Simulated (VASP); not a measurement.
# SiO2 (Stishovite): cell size and functional, part 2 of 3

Aim: relax SiO2 (Stishovite) at several levels of theory and compare the cells. The starting structure is a measured crystal structure from the Crystallography Open Database. The first relaxation on each setting starts from this cell expanded by 3 % in volume.

VASP 6.6.1.

Results so far: PBEsol 7.87 Å³ an atom; LDA 7.68 Å³ an atom; PBE 8.05 Å³ an atom.

**5. Relaxation with PBEsol + D3(BJ)**

Level of this step: PBEsol with D3(BJ); plane waves and PAW (Si, O) (VASP).

D3 with Becke-Johnson damping keeps a finite attraction at short range. This run starts from the cell of an earlier relaxation, which isn't shown; the restart sets up the plane waves anew.

The input, INCAR:

```
SYSTEM = SiO2
PREC = Accurate
ENCUT = 520
EDIFF = 1E-06
NELM = 100
ISMEAR = 0
SIGMA = 0.03
LREAL = .FALSE.
ALGO = Normal
GGA = PS
IVDW = 12
NBANDS = 22
LORBIT = 11
LWAVE = .FALSE.
LCHARG = .FALSE.
KPAR = 8
IBRION = 2
NSW = 50
ISIF = 3
EDIFFG = -0.006
```

The input, POSCAR:

```
SiO2
1.0
    4.1734310449      0.0000000000      0.0000000000
    0.0000000000      4.1734310449      0.0000000000
    0.0000000000      0.0000000000      2.6760682854
Si O
2 4
Direct
    0.5000000000      0.5000000000      0.5000000000
    0.0000000000      0.0000000000      0.0000000000
    0.8054026126      0.1945973874      0.5000000000
    0.6945973874      0.6945973874      0.0000000000
    0.1945973874      0.8054026126      0.5000000000
    0.3054026126      0.3054026126      0.0000000000
```

The input, KPOINTS:

```
Automatic mesh
0
Gamma
6 6 8
0 0 0
```

The projector-augmented-wave data sets are Si and O (PBE family, release 64).

Launch:

```sh
$ mpirun -np 8 vasp_std
```

What it wrote:

```text
[banner, memory and clock lines left out]
running    8 mpi-ranks, on    1 nodes
[...]
[... a notice as in an earlier step ...]

 [... a notice as in an earlier step ...]

 LDA part: xc-table for (Slater+PW92), standard interpolation
 POSCAR, INCAR and KPOINTS ok, starting setup
[...]
entering main loop
       N       E                     dE             d eps       ncg     rms          rms(c)
DAV:   1     0.149015877462E+03    0.14902E+03   -0.18009E+04  2216   0.140E+03
DAV:   2    -0.460861363505E+02   -0.19510E+03   -0.18500E+03  2850   0.303E+02
DAV:   3    -0.531437993393E+02   -0.70577E+01   -0.70317E+01  2794   0.581E+01
DAV:   4    -0.531943144161E+02   -0.50515E-01   -0.50495E-01  2716   0.568E+00
[...]
DAV:  10    -0.489732840411E+02   -0.10048E-03   -0.31414E-04  2620   0.144E-01    0.379E-02
DAV:  11    -0.489732662710E+02    0.17770E-04   -0.72112E-05  2722   0.627E-02    0.675E-03
DAV:  12    -0.489732663517E+02   -0.80754E-07   -0.47162E-06  2590   0.160E-02
   1 F= -.50069209E+02 E0= -.50069209E+02  d E =-.500692E+02
[...]
reached required accuracy - stopping structural energy minimisation
```

The job ended after 6.6 s (8 MPI ranks of Intel Xeon Platinum 8259CL at 2.50GHz (Skylake/Cascade Lake), shared host; peak memory 1.6 GiB).

Parts of OUTCAR (step 5):

```text
 Edisp (eV)   -1.09594

  Total      -0.01918    -0.01918    -0.00332     0.00000     0.00000     0.00000
  in kB      -0.65936    -0.65936    -0.11410     0.00000     0.00000     0.00000
  external pressure =       -0.48 kB  Pullay stress =        0.00 kB

 POSITION                                       TOTAL-FORCE (eV/Angst)
 -----------------------------------------------------------------------------------
      2.08672      2.08672      1.33803         0.000000      0.000000     -0.000000
      0.00000      0.00000      0.00000         0.000000      0.000000     -0.000000
      3.36129      0.81214      1.33803         0.002062     -0.002062      0.000000
      2.89885      2.89885      0.00000        -0.002062     -0.002062      0.000000
      0.81214      3.36129      1.33803        -0.002062      0.002062     -0.000000
      1.27458      1.27458      0.00000         0.002062      0.002062     -0.000000
 -----------------------------------------------------------------------------------
    total drift:                                0.000000     -0.000000     -0.000000

  FREE ENERGIE OF THE ION-ELECTRON SYSTEM (eV)
  ---------------------------------------------------
  free  energy   TOTEN  =       -50.0692086558 eV

  energy  without entropy=      -50.0692086558  energy(sigma->0) =      -50.06920866

[... 2 parts as in an earlier step ...]

[... 2 further parts left out ...]
[key lines of the parts left out:]
E-fermi :   8.3501
```

With PBEsol + D3(BJ) the relaxed cell holds 7.768 Å³ an atom, +0.22 % against the measured cell, with a = 4.173 Å and c = 2.676 Å. That is -1.24 % from PBEsol.

**6. Relaxation with r2SCAN**

r2SCAN adds the kinetic-energy density, costs more than a GGA and is run with LASPH. This run starts from the cell of an earlier relaxation, which isn't shown; the restart sets up the plane waves anew.

INCAR, as its differences from that of step 5:

```diff
@@ -9,4 +9,4 @@
 ALGO = Normal
-GGA = PS
-IVDW = 12
+METAGGA = R2SCAN
+LASPH = .TRUE.
 NBANDS = 22
```

The input, POSCAR:

```
SiO2
1.0
    4.1833459995      0.0000000000      0.0000000000
    0.0000000000      4.1833459995      0.0000000000
    0.0000000000      0.0000000000      2.6732582002
Si O
2 4
Direct
    0.5000000000      0.5000000000      0.5000000000
    0.0000000000      0.0000000000      0.0000000000
    0.8059442085      0.1940557915      0.5000000000
    0.6940557915      0.6940557915      0.0000000000
    0.1940557915      0.8059442085      0.5000000000
    0.3059442085      0.3059442085      0.0000000000
```

KPOINTS is that of step 5.

Launch:

```sh
$ mpirun -np 8 vasp_std
```

What it wrote:

```text
[banner, memory and clock lines left out]
running    8 mpi-ranks, on    1 nodes
[...]
[... a notice as in an earlier step ...]

 [... a notice as in an earlier step ...]

 LDA part: xc-table for (None), standard interpolation
 POSCAR, INCAR and KPOINTS ok, starting setup
[...]
entering main loop
       N       E                     dE             d eps       ncg     rms          rms(c)
DAV:   1     0.139595440237E+03    0.13960E+03   -0.18544E+04  2200   0.144E+03
DAV:   2    -0.653153850038E+02   -0.20491E+03   -0.19546E+03  2900   0.315E+02
DAV:   3    -0.728196667761E+02   -0.75043E+01   -0.74757E+01  2800   0.604E+01
DAV:   4    -0.728706077207E+02   -0.50941E-01   -0.50916E-01  2716   0.577E+00
[...]
DAV:  10    -0.587859729566E+02    0.79308E-04   -0.13797E-03  2614   0.289E-01    0.141E-01
DAV:  11    -0.587860063758E+02   -0.33419E-04   -0.60644E-05  2614   0.710E-02    0.814E-03
DAV:  12    -0.587860066667E+02   -0.29095E-06   -0.17412E-06  1892   0.112E-02
   1 F= -.58786007E+02 E0= -.58786007E+02  d E =-.587860E+02
[...]
N       E                     dE             d eps       ncg     rms          rms(c)
DAV:   1    -0.587860518407E+02   -0.45465E-04   -0.15368E-03  2644   0.341E-01    0.634E-02
DAV:   2    -0.587859992280E+02    0.52613E-04   -0.16436E-04  2632   0.983E-02    0.161E-02
DAV:   3    -0.587859964798E+02    0.27482E-05   -0.12761E-05  2512   0.252E-02    0.700E-03
DAV:   4    -0.587859960262E+02    0.45363E-06   -0.50163E-07  1436   0.608E-03
   2 F= -.58785996E+02 E0= -.58785996E+02  d E =0.106405E-04
 trial-energy change:    0.000011  1 .order    0.000006   -0.000019    0.000032
 step:   0.2771(harm=  0.3764)  dis= 0.00001  next Energy=   -58.786009 (dE=-0.260E-05)
[...]
N       E                     dE             d eps       ncg     rms          rms(c)
DAV:   1    -0.587860368805E+02   -0.40401E-04   -0.82495E-04  2638   0.249E-01    0.455E-02
DAV:   2    -0.587860099631E+02    0.26917E-04   -0.84740E-05  2596   0.707E-02    0.116E-02
DAV:   3    -0.587860086222E+02    0.13410E-05   -0.66271E-06  2512   0.181E-02    0.495E-03
DAV:   4    -0.587860084041E+02    0.21806E-06   -0.25931E-07  1280   0.438E-03
   3 F= -.58786008E+02 E0= -.58786008E+02  d E =-.173739E-05
[...]
reached required accuracy - stopping structural energy minimisation
```

It took 34 s on 8 MPI ranks; peak memory 1.5 GiB; 3.6 min of CPU time.

Parts of OUTCAR (step 6):

```text
  Total        0.0076397      0.0076397     -0.0035012      0.0000000      0.0000000      0.0000000
  in kB        0.2616819      0.2616819     -0.1199249      0.0000000      0.0000000      0.0000000
  external PRESSURE =       0.1344796 kB  Pullay stress =       0.0000000 kB

 POSITION                                       TOTAL-FORCE (eV/Angst)
 -----------------------------------------------------------------------------------
      2.09159      2.09159      1.33650         0.000000      0.000000      0.000000
      4.18318     -0.00000      0.00000         0.000000      0.000000      0.000000
      3.37142      0.81176      1.33650         0.000069     -0.000069      0.000000
      2.90336      2.90336      0.00000        -0.000069     -0.000069      0.000000
      0.81176      3.37142      1.33650        -0.000069      0.000069      0.000000
      1.27983      1.27983      0.00000         0.000069      0.000069      0.000000
 -----------------------------------------------------------------------------------
    total drift:                                0.000000     -0.000000      0.000000

  FREE ENERGIE OF THE ION-ELECTRON SYSTEM (eV)
  ---------------------------------------------------
  free  energy   TOTEN  =       -58.7860084041 eV

  energy  without entropy=      -58.7860084041  energy(sigma->0) =      -58.78600840

[... 2 parts as in an earlier step ...]

[... 2 further parts left out ...]
[key lines of the parts left out:]
E-fermi :   8.0330
```

With r2SCAN the relaxed cell holds 7.796 Å³ an atom, +0.58 % against the measured cell, with a = 4.183 Å and c = 2.673 Å. That is -0.89 % from PBEsol.

**7. Relaxation with r2SCAN + rVV10**

rVV10 adds a nonlocal correlation energy for dispersion. This run starts from the cell of an earlier relaxation, which isn't shown; the restart sets up the plane waves anew.

INCAR, as its differences from that of step 6:

```diff
@@ -10,2 +10,6 @@
 METAGGA = R2SCAN
+LUSE_VDW = .TRUE.
+IVDW_NL = 2
+BPARAM = 11.95
+CPARAM = 0.0093
 LASPH = .TRUE.
```

The input, POSCAR:

```
SiO2
1.0
    4.1742060704      0.0000000000      0.0000000000
    0.0000000000      4.1742060704      0.0000000000
    0.0000000000      0.0000000000      2.6724483282
Si O
2 4
Direct
    0.5000000000      0.5000000000      0.5000000000
    0.0000000000      0.0000000000      0.0000000000
    0.8056264658      0.1943735342      0.5000000000
    0.6943735342      0.6943735342      0.0000000000
    0.1943735342      0.8056264658      0.5000000000
    0.3056264658      0.3056264658      0.0000000000
```

KPOINTS is that of step 6.

Launch:

```sh
$ mpirun -np 8 vasp_std
```

What it wrote:

```text
[banner, memory and clock lines left out]
running    8 mpi-ranks, on    1 nodes
[...]
[... a notice as in an earlier step ...]

|                                                                             |
|               ----> ADVICE to this user running VASP <----                  |
|                                                                             |
|     You have switched on vdW-DFT.                                           |
|     This routine was written and supplied by Jiri Klimes. We recommend      |
|     that you carefully read and cite the following publications:            |
|       J. Klimes, D.R. Bowler, A. Michelides                                 |
|          J. Phys.: Cond Matt. 22 022201 (2010)                              |
|       J. Klimes, D.R. Bowler, A. Michelides                                 |
|          Phys. Rev. B. 83, 195131 (2011)                                    |
|     and references therein.                                                 |
[...]
Total rVV10 correction in eV:      0.6725743    34.7471696
Total rVV10 correction in eV:      0.6725743    34.7471696
Total rVV10 correction in eV:      0.6725743    34.7471696
DAV:  12    -0.581107319865E+02   -0.32243E-06   -0.16729E-06  1874   0.110E-02
Total rVV10 correction in eV:      0.6725310    34.7471696
Total rVV10 correction in eV:      0.6725310    34.7471696
Total rVV10 correction in eV:      0.6725310    34.7471696
Total rVV10 correction in eV:      0.6725310    34.7471696
Total rVV10 correction in eV:      0.6725310    34.7471696
Total rVV10 correction in eV:      0.6725310    34.7471696
Total rVV10 correction in eV:      0.6725310    34.7471696
Total rVV10 correction in eV:      0.6725310    34.7471696
Total rVV10 correction in eV:      0.6725492    34.7471696
Total rVV10 correction in eV:      0.6725492    34.7471696
Total rVV10 correction in eV:      0.6725492    34.7471696
Total rVV10 correction in eV:      0.6725492    34.7471696
Total rVV10 correction in eV:      0.6725492    34.7471696
Total rVV10 correction in eV:      0.6725492    34.7471696
Total rVV10 correction in eV:      0.6725492    34.7471696
Total rVV10 correction in eV:      0.6725492    34.7471696
   1 F= -.58110732E+02 E0= -.58110732E+02  d E =-.581107E+02
[...]
reached required accuracy - stopping structural energy minimisation
```

The job ended after 39 s (8 MPI ranks; peak memory 2.2 GiB; 5 min of CPU time).

OUTCAR, selected parts (step 7):

```text
  Total       -0.0028221     -0.0028221     -0.0049256     -0.0000000      0.0000000      0.0000000
  in kB       -0.0971001     -0.0971001     -0.1694775     -0.0000000      0.0000000      0.0000000
  external PRESSURE =      -0.1212259 kB  Pullay stress =       0.0000000 kB

 POSITION                                       TOTAL-FORCE (eV/Angst)
 -----------------------------------------------------------------------------------
      2.08710      2.08710      1.33622         0.000000      0.000000      0.000000
      0.00000      0.00000      0.00000         0.000000      0.000000      0.000000
      3.36285      0.81136      1.33622         0.000103     -0.000103     -0.000000
      2.89846      2.89846      0.00000        -0.000103     -0.000103     -0.000000
      0.81136      3.36285      1.33622        -0.000103      0.000103      0.000000
      1.27575      1.27575      0.00000         0.000103      0.000103      0.000000
 -----------------------------------------------------------------------------------
    total drift:                                0.000000     -0.000000      0.000000

  FREE ENERGIE OF THE ION-ELECTRON SYSTEM (eV)
  ---------------------------------------------------
  free  energy   TOTEN  =       -58.1107319865 eV

  energy  without entropy=      -58.1107319865  energy(sigma->0) =      -58.11073199

[... 2 parts as in an earlier step ...]

[... 2 further parts left out ...]
[key lines of the parts left out:]
E-fermi :   8.0456
```

With r2SCAN + rVV10 the relaxed cell holds 7.761 Å³ an atom, +0.12 % against the measured cell, with a = 4.174 Å and c = 2.672 Å. That is -1.33 % from PBEsol.

**8. Relaxation with vdW-DF-cx**

vdW-DF-cx takes its exchange from the same plasmon model as its correlation.

INCAR, as its differences from that of step 7:

```diff
@@ -9,7 +9,5 @@
 ALGO = Normal
-METAGGA = R2SCAN
+GGA = CX
+AGGAC = 0
 LUSE_VDW = .TRUE.
-IVDW_NL = 2
-BPARAM = 11.95
-CPARAM = 0.0093
 LASPH = .TRUE.
```

The input, POSCAR:

```
SiO2
1.0
    4.2186620959      0.0000000000      0.0000000000
    0.0000000000      4.2186620959      0.0000000000
    0.0000000000      0.0000000000      2.6915898351
Si O
2 4
Direct
    0.5000000000      0.5000000000      0.5000000000
    0.0000000000      0.0000000000      0.0000000000
    0.8059000000      0.1941000000      0.5000000000
    0.6941000000      0.6941000000      0.0000000000
    0.1941000000      0.8059000000      0.5000000000
    0.3059000000      0.3059000000      0.0000000000
```

KPOINTS is that of step 7.

Launch:

```sh
$ mpirun -np 8 vasp_std
```

What it wrote:

```text
[banner, memory and clock lines left out]
running    8 mpi-ranks, on    1 nodes
[...]
[... a notice as in an earlier step ...]

 [... a notice as in an earlier step ...]

 [... a notice as in an earlier step ...]

 LDA part: xc-table for (Slater+PW92), standard interpolation
 POSCAR, INCAR and KPOINTS ok, starting setup
[...]
entering main loop
       N       E                     dE             d eps       ncg     rms          rms(c)
DAV:   1     0.160490359086E+03    0.16049E+03   -0.17993E+04  2216   0.140E+03
DAV:   2    -0.359411952189E+02   -0.19643E+03   -0.18837E+03  2912   0.301E+02
DAV:   3    -0.429842881426E+02   -0.70431E+01   -0.70131E+01  2794   0.576E+01
DAV:   4    -0.430333765016E+02   -0.49088E-01   -0.49066E-01  2710   0.561E+00
[...]
DAV:  10    -0.386380582050E+02   -0.19413E-03   -0.64853E-04  2686   0.194E-01    0.514E-02
DAV:  11    -0.386380186210E+02    0.39584E-04   -0.16307E-04  2680   0.926E-02    0.155E-02
DAV:  12    -0.386380193714E+02   -0.75037E-06   -0.65815E-06  2662   0.187E-02
   1 F= -.38638019E+02 E0= -.38638019E+02  d E =-.386380E+02
[... from here on, the cycles between the ionic steps are left out ...]
   2 F= -.38636581E+02 E0= -.38636581E+02  d E =0.143815E-02
   3 F= -.38642068E+02 E0= -.38642068E+02  d E =-.404815E-02
   4 F= -.38642738E+02 E0= -.38642738E+02  d E =-.670021E-03
   5 F= -.38642749E+02 E0= -.38642749E+02  d E =-.681909E-03
[...]
reached required accuracy - stopping structural energy minimisation
```

The job ended after 1.7 min (8 MPI ranks; peak memory 2.8 GiB).

(Part 2 of 3 ends here.)

[Lines on the potential files, build, host, timing and source positions are cut from VASP's logs without a mark.]

[Logs are printed without paths, hosts, clocks, repeated set-up lines and the standing remarks that a program may print on its own settings, such as how far it seeks lower states.]

[Hosts, paths, dates, database ids (printed as entryN), source tags and the programs' standing remarks are cut or masked in the printed files.]
